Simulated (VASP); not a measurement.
# BaS (Fm-3m) in VASP: a series of runs

One crystal, BaS, is run at these levels: r2SCAN, r2SCAN+rVV10; tasks: relaxation of cell and atoms.

All numbers are computed with VASP 6.6.1; they aren't measurements. Logs are shortened: lines on timing, memory, paths and dates and some standing lists are left out, and cuts for length are marked.

## 1. Starting point

It takes space group Fm-3m (No. 225, cubic). The conventional cell has a = 6.451 Å, b = 6.451 Å, c = 6.451 Å, α = 90.00°, β = 90.00°, γ = 90.00°. Ba (site symmetry m-3m) is surrounded by 6 S at 3.23 Å. Around S (site symmetry m-3m) lie 6 Ba at 3.23 Å.

The cell is a database's computed one.

## 2. Relaxation of cell and atoms, r2SCAN

File INCAR:

```
SYSTEM = BaS
PREC     = Accurate       ! precision mode
ENCUT    = 600            ! plane-wave cutoff, eV
EDIFF    = 1E-7           ! SCF threshold, eV
ISMEAR   = 0              ! smearing method
SIGMA    = 0.02           ! smearing width, eV
LREAL    = .False.        ! projectors in reciprocal space
LASPH    = .True.         ! aspherical terms in the spheres
NELM     = 100            ! most SCF steps
ALGO     = Normal         ! electronic algorithm
ISIF     = 3              ! what is computed and relaxed
LWAVE    = .False.        ! write WAVECAR
LCHARG   = .False.        ! write CHGCAR
METAGGA  = R2SCAN         ! meta-GGA
LMIXTAU  = .True.       
IBRION   = 2              ! ionic algorithm
NSW      = 90             ! ionic steps
EDIFFG   = -0.005         ! ionic threshold
```

File KPOINTS:

```
Automatic mesh
0
Gamma
  8 8 8
  0 0 0
```

File POSCAR:

```
BaS
1.0
    0.0000000000      3.2256756200      3.2256756200
    3.2256756200      0.0000000000      3.2256756200
    3.2256756200      3.2256756200      0.0000000000
Ba S
1 1
Direct
    0.0000000000      0.0000000000      0.0000000000
    0.5000000000      0.5000000000      0.5000000000
```

Potentials or basis: VASP PAW PBE potentials, release 64 (Ba_sv, S).

Started as:

```sh
cat potpaw_PBE.64/Ba_sv/POTCAR potpaw_PBE.64/S/POTCAR > POTCAR
mpirun -np 1 vasp_std > vasp.out
```

OUTCAR:

```text
SYSTEM = BaS
   PREC = Accurate
   ENCUT = 600
   EDIFF = 1E-7
   ISMEAR = 0
   LREAL = .False.
   LASPH = .True.
   NELM = 100
   ISIF = 3
   METAGGA = R2SCAN
   IBRION = 2
   NSW = 90
   EDIFFG = -0.005

 ion  position               nearest neighbor table
   1  0.000  0.000  0.000-   2 3.23   2 3.23   2 3.23   2 3.23   2 3.23   2 3.23
   2  0.500  0.500  0.500-   1 3.23   1 3.23   1 3.23   1 3.23   1 3.23   1 3.23

  LATTYP: Found a face centered cubic cell.
 ALAT       =     6.4513512400

  Lattice vectors:

 A1 = (   0.0000000000,   3.2256756200,   3.2256756200)
 A2 = (   3.2256756200,   0.0000000000,   3.2256756200)
 A3 = (   3.2256756200,   3.2256756200,   0.0000000000)

Analysis of symmetry for initial positions (statically):
=====================================================================
 Subroutine PRICEL returns:
 Original cell was already a primitive cell.

 Routine SETGRP: Setting up the symmetry group for a
 face centered cubic supercell.

 Subroutine GETGRP returns: Found 48 space group operations
 (whereof 48 operations were pure point group operations)
 out of a pool of 48 trial point group operations.

The static configuration has the point symmetry O_h .

Analysis of symmetry for dynamics (positions and initial velocities):
=====================================================================
 Subroutine PRICEL returns:
 Original cell was already a primitive cell.

 Routine SETGRP: Setting up the symmetry group for a
 face centered cubic supercell.

 Subroutine GETGRP returns: Found 48 space group operations
 (whereof 48 operations were pure point group operations)
 out of a pool of 48 trial point group operations.

The dynamic configuration has the point symmetry O_h .

 Subroutine INISYM returns: Found 48 space group operations
 (whereof 48 operations are pure point group operations),
 and found     1 'primitive' translations

----------------------------------------------------------------------------------------

                                     Primitive cell

  volume of cell :      67.1262

  direct lattice vectors                    reciprocal lattice vectors
     0.000000000  3.225675620  3.225675620    -0.155006287  0.155006287  0.155006287
     3.225675620  0.000000000  3.225675620     0.155006287 -0.155006287  0.155006287
     3.225675620  3.225675620  0.000000000     0.155006287  0.155006287 -0.155006287

  length of vectors
     4.561794210  4.561794210  4.561794210     0.268478764  0.268478764  0.268478764

  position of ions in fractional coordinates (direct lattice)
     0.000000000  0.000000000  0.000000000
     0.500000000  0.500000000  0.500000000

  ion indices of the primitive-cell ions
   primitive index   ion index
                 1           1
                 2           2

----------------------------------------------------------------------------------------

 KPOINTS: Automatic mesh

Automatic generation of k-mesh.
 Grid dimensions read from file:
 generate k-points for:    8    8    8

 Generating k-lattice:

  Cartesian coordinates                     Fractional coordinates (reciprocal lattice)
    -0.019375786  0.019375786  0.019375786     0.125000000  0.000000000  0.000000000
     0.019375786 -0.019375786  0.019375786     0.000000000  0.125000000  0.000000000
     0.019375786  0.019375786 -0.019375786     0.000000000  0.000000000  0.125000000

  Length of vectors
     0.033559846  0.033559846  0.033559846

  Shift w.r.t. Gamma in fractional coordinates (k-lattice)
     0.000000000  0.000000000  0.000000000

 Subroutine IBZKPT returns following result:
 ===========================================

 Found     29 irreducible k-points:

 Following reciprocal coordinates:
            Coordinates               Weight
  0.000000  0.000000  0.000000      1.000000
  0.125000  0.000000  0.000000      8.000000
  0.250000  0.000000  0.000000      8.000000
  0.375000  0.000000  0.000000      8.000000
  0.500000  0.000000  0.000000      4.000000
  0.125000  0.125000  0.000000      6.000000
[... 16 lines left out ...]
  0.500000  0.250000  0.125000     48.000000
 -0.375000  0.250000  0.125000     24.000000
 [... further k-points ...]
   k-points           NKPTS =     29   k-points in BZ     NKDIM =     29   number of bands    NBANDS=     12
   number of dos      NEDOS =    301   number of ions     NIONS =      2
   total plane-waves  NPLWV =  46656
   dimension x,y,z NGX =    36 NGY =   36 NGZ =   36
   dimension x,y,z NGXF=    72 NGYF=   72 NGZF=   72
   ions per type =               1   1
   NGX,Y,Z   is equivalent  to a cutoff of  13.12, 13.12, 13.12 a.u.
   NGXF,Y,Z  is equivalent  to a cutoff of  26.24, 26.24, 26.24 a.u.
 SYSTEM =  BaS
   PREC   = accura    normal or accurate (medium, high low for compatibility)
   ISTART =      0    job   : 0-new  1-cont  2-samecut
   ICHARG =      2    charge: 1-file 2-atom 10-const
   ISPIN  =      1    spin polarized calculation?
   LNONCOLLINEAR =      F non collinear calculations
   LSORBIT =      F    spin-orbit coupling
   LASPH  =      T    aspherical Exc in radial PAW
   ENCUT  =  600.0 eV  44.10 Ry    6.64 a.u.   9.11  9.11  9.11*2*pi/ulx,y,z
   NELM   =    100;   NELMIN=  2; NELMDL= -5     # of ELM steps
   EDIFF  = 0.1E-06   stopping-criterion for ELM
   LREAL  =      F    real-space projection
   EDIFFG = -.5E-02   stopping-criterion for IOM
   NSW    =     90    number of steps for IOM
   IBRION =      2    ionic relax: 0-MD 1-quasi-New 2-CG
   NFREE  =      1    steps in history (QN), initial steepest desc. (CG)
   ISIF   =      3    stress and relaxation
   ISYM   =      2    0-nonsym 1-usesym 2-fastsym
   POTIM  = 0.5000    time-step for ionic-motion
   TEBEG  =    0.0;   TEEND  =   0.0 temperature during run
   PSTRESS=    0.0 pullay stress
   NELECT =      16.0000    total number of electrons
   NUPDOWN=      -1.0000    fix difference up-down
   EMIN   =  10.00;   EMAX   =-10.00  energy-range for DOS
   EFERMI =   0.00;   METHOD = LEGACY
   ISMEAR =     0;   SIGMA  =   0.02  broadening in eV -4-tet -1-fermi 0-gaus
   EFERMI_NEDOS =   21; number of points for ismear=-14 and -15
   IALGO  =     38    algorithm
   IMIX   =      4    mixing-type and parameters
     AMIX     =   0.40;   BMIX     =  1.00
     AMIX_MAG =   1.60;   BMIX_MAG =  1.00
  volume/ion in A,a.u.               =      33.56       226.49
  Fermi-wavevector in a.u.,A,eV,Ry     =   1.015042  1.918152 14.018230  1.030311
  Thomas-Fermi vector in A             =   2.148305
   LORBIT       =      0    0 simple, 1 ext, 2 COOP (PROOUT), +10 PAW based schemes
   METAGGA = R2SCAN    functional components
   LHFCALC =     F    Hartree Fock is set to
   AEXX    =    0.0000 exact exchange contribution
   IVDW    =     0    specifies the selected vdW correction
   LEPSILON=     F    determine dielectric tensor
   LRPA    =     F    only Hartree local field effects (RPA)
 conjugate gradient relaxation of ions
 non-spin polarized calculation
 Gauss-broadening in eV      SIGMA  =   0.02
  energy-cutoff  :      600.00
  volume of cell :       67.13
 maximum number of plane-waves:      2272
   NGX = 19   NGY = 19   NGZ = 19

 number of electron      16.0000001 magnetization

 Free energy of the ion-electron system (eV)
  ---------------------------------------------------
  ext. energy  EPLUGINS =         0.00000000
  ---------------------------------------------------
  free energy    TOTEN  =       -39.20734595 eV

  energy without entropy =      -39.20734595  energy(sigma->0) =      -39.20734595

 E-fermi :   1.1541     XC(G=0):  -8.9482

 val. band max:        1.0670959165   @ k =   0.0000   0.0000   0.0000
 cond. band min:       3.5782414437   @ k =   0.5000   0.5000   0.0000
 fundamental gap:      2.5111455271
 Fermi energy:         1.1540902196

 k-point     1 :       0.0000    0.0000    0.0000
  band No.  band energies     occupation
      1     -25.8427      2.00000
      2     -10.4792      2.00000
      3     -10.4792      2.00000
      4     -10.4792      2.00000
      5      -9.6848      2.00000
      6       1.0671      2.00000
      7       1.0671      2.00000
      8       1.0671      2.00000
      9       5.1344      0.00000
     10       5.3684      0.00000
     11       5.3684      0.00000
     12       5.3684      0.00000

 k-point     2 :       0.1250    0.0000    0.0000
  band No.  band energies     occupation
      1     -25.8368      2.00000
      2     -10.7655      2.00000
      3     -10.4840      2.00000
      4     -10.4840      2.00000
      5      -9.3837      2.00000
      6       0.6895      2.00000
      7       0.8744      2.00000
      8       0.8744      2.00000
      9       5.3612      0.00000
     10       5.6017      0.00000
     11       5.6017      0.00000
     12       5.7092      0.00000

 k-point     3 :       0.2500    0.0000    0.0000
  band No.  band energies     occupation
      1     -25.8225      2.00000
      2     -11.1773      2.00000
      3     -10.4957      2.00000
      4     -10.4957      2.00000
      5      -8.9344      2.00000
      6      -0.0170      2.00000
      7       0.4835      2.00000
      8       0.4835      2.00000
      9       5.5754      0.00000
     10       6.2554      0.00000
     11       6.2554      0.00000
     12       6.8652      0.00000

 k-point     4 :       0.3750    0.0000    0.0000
  band No.  band energies     occupation
      1     -25.8082      2.00000
      2     -11.4681      2.00000
      3     -10.5071      2.00000
      4     -10.5071      2.00000
      5      -8.6032      2.00000
      6      -0.5780      2.00000
      7       0.1608      2.00000
      8       0.1608      2.00000
      9       6.1665      0.00000
     10       7.1887      0.00000
     11       7.1887      0.00000
     12       7.5936      0.00000

 k-point     5 :       0.5000    0.0000    0.0000
  band No.  band energies     occupation
      1     -25.8022      2.00000
      2     -11.5713      2.00000
      3     -10.5118      2.00000
      4     -10.5118      2.00000
      5      -8.4822      2.00000
      6      -0.7855      2.00000
      7       0.0411      2.00000
      8       0.0411      2.00000
      9       6.9967      0.00000
     10       7.1090      0.00000
     11       7.8047      0.00000
     12       7.8047      0.00000
[... 228 lines left out ...]
      1     -25.7905      2.00000
      2     -10.9151      2.00000
      3     -10.6518      2.00000
      4     -10.6518      2.00000
      5      -9.5943      2.00000
      6       0.5096      2.00000
      7       0.9169      2.00000
      8       0.9169      2.00000
      9       3.5782      0.00000
     10       7.5107      0.00000
     11       7.6037      0.00000
     12       8.9507      0.00000

 k-point    22 :       0.3750    0.2500    0.1250
  band No.  band energies     occupation
      1     -25.8122      2.00000
      2     -11.1961      2.00000
      3     -10.5987      2.00000
      4     -10.5216      2.00000
      5      -8.9249      2.00000
      6      -0.2574      2.00000
      7       0.4153      2.00000
      8       0.7784      2.00000
      9       4.8529      0.00000
     10       6.6105      0.00000
     11       6.9937      0.00000
     12       7.5478      0.00000

 k-point    23 :       0.5000    0.2500    0.1250
  band No.  band energies     occupation
      1     -25.8009      2.00000
      2     -11.3173      2.00000
      3     -10.6443      2.00000
      4     -10.5502      2.00000
      5      -8.8155      2.00000
      6      -0.3304      2.00000
      7       0.1961      2.00000
      8       0.5448      2.00000
      9       5.3378      0.00000
     10       7.0897      0.00000
     11       7.6494      0.00000
     12       7.8423      0.00000

 k-point    24 :      -0.3750    0.2500    0.1250
  band No.  band energies     occupation
      1     -25.7961      2.00000
      2     -11.3648      2.00000
      3     -10.6523      2.00000
      4     -10.5721      2.00000
      5      -8.7743      2.00000
      6      -0.3539      2.00000
      7       0.2412      2.00000
      8       0.3073      2.00000
      9       6.1523      0.00000
     10       6.3300      0.00000
     11       8.1440      0.00000
     12       8.4062      0.00000

 [... further k-points ...]

------------------------ aborting loop because EDIFF is reached ----------------------------------------

  FORCE on cell =-STRESS in cart. coord.  units (eV):
  Direction    XX          YY          ZZ          XY          YZ          ZX
  --------------------------------------------------------------------------------------
  -------------------------------------------------------------------------------------
  Total        0.0023107      0.0023107      0.0023107      0.0000000     -0.0000000     -0.0000000
  in kB        0.0551532      0.0551532      0.0551532      0.0000000     -0.0000000     -0.0000000
  external PRESSURE =       0.0551532 kB  Pullay stress =       0.0000000 kB

 VOLUME and BASIS-vectors are now :
 -----------------------------------------------------------------------------
  energy-cutoff  :      600.00
  volume of cell :       67.13
      direct lattice vectors                 reciprocal lattice vectors
     0.000000000  3.225675620  3.225675620    -0.155006287  0.155006287  0.155006287
     3.225675620  0.000000000  3.225675620     0.155006287 -0.155006287  0.155006287
     3.225675620  3.225675620  0.000000000     0.155006287  0.155006287 -0.155006287

 POSITION                                       TOTAL-FORCE (eV/Angst)
 -----------------------------------------------------------------------------------
      0.00000      0.00000      0.00000         0.000000      0.000000      0.000000
      3.22568      3.22568      3.22568        -0.000000     -0.000000     -0.000000
 -----------------------------------------------------------------------------------
    total drift:                                0.000000      0.000000      0.000000

  FREE ENERGIE OF THE ION-ELECTRON SYSTEM (eV)
  ---------------------------------------------------
  free  energy   TOTEN  =       -39.2073459521 eV

  energy  without entropy=      -39.2073459521  energy(sigma->0) =      -39.20734595

 reached required accuracy - stopping structural energy minimisation
```

It took 98 s on 1 thread of Intel Xeon 6975P-C (Granite Rapids), shared host; peak memory 0.23 GiB.

Results:

```yaml
Free_energy: -39.2073 eV
Pressure_after_relaxing: 0.0 GPa
Band_gap_on_the_k_mesh: 2.51 eV, indirect (least direct gap 2.66 eV)
```

Final structure:
```xyz
2
Lattice="0.0000 3.2257 3.2257 3.2257 0.0000 3.2257 3.2257 3.2257 0.0000" Properties=species:S:1:pos:R:3 pbc="T T T"
Ba    0.0000    0.0000    0.0000
S     3.2257    3.2257    3.2257
```

Caveat: the relaxation stopped at its first step, so nothing moved; the PAW data sets were made with another functional, which shifts forces and pressure a little; spin-orbit coupling is left out, which moves the levels of the heavy elements. r2SCAN opens gaps a little over a GGA but as a rule still falls short of measured ones.

(Part 1 of 2 ends here.)
